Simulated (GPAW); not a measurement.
Crystal: CdTe.

```xyz
2
Lattice="0.0000 3.2050 3.2050 3.2050 0.0000 3.2050 3.2050 3.2050 0.0000" Properties=species:S:1:pos:R:3 pbc="T T T"
Te    4.8075    4.8075    4.8075
Cd    0.0000    0.0000    0.0000
```

Base run:

* Program: GPAW 26.7.0
* Functional: PBEsol
* Potentials or basis: PAW data sets generated in the run's folder for this functional
* Cutoff: 600 eV
* Basis: pw
* k mesh: 7 × 7 × 7
* Occupations: fermi-dirac, width 0.05 eV
* Spin: no spin polarisation

Its results: band gap on the k mesh 0.76 eV, direct; pressure 1.3 GPa.

Q: The run is repeated on the same cell with these changes: functional from PBEsol to revPBE; potentials or basis from PAW data sets generated in the run's folder for this functional to the program's PAW data sets (release 1.2.1) made for this functional. What comes out?

A: Band gap on the k mesh 0.98 eV, direct; pressure 5.1 GPa.

Caveats: spin-orbit coupling is left out, which moves the levels of the heavy elements; an odd mesh through Γ misses points on the zone boundary, where band edges often lie (some runs).

Not every run made on this cell is shown here.
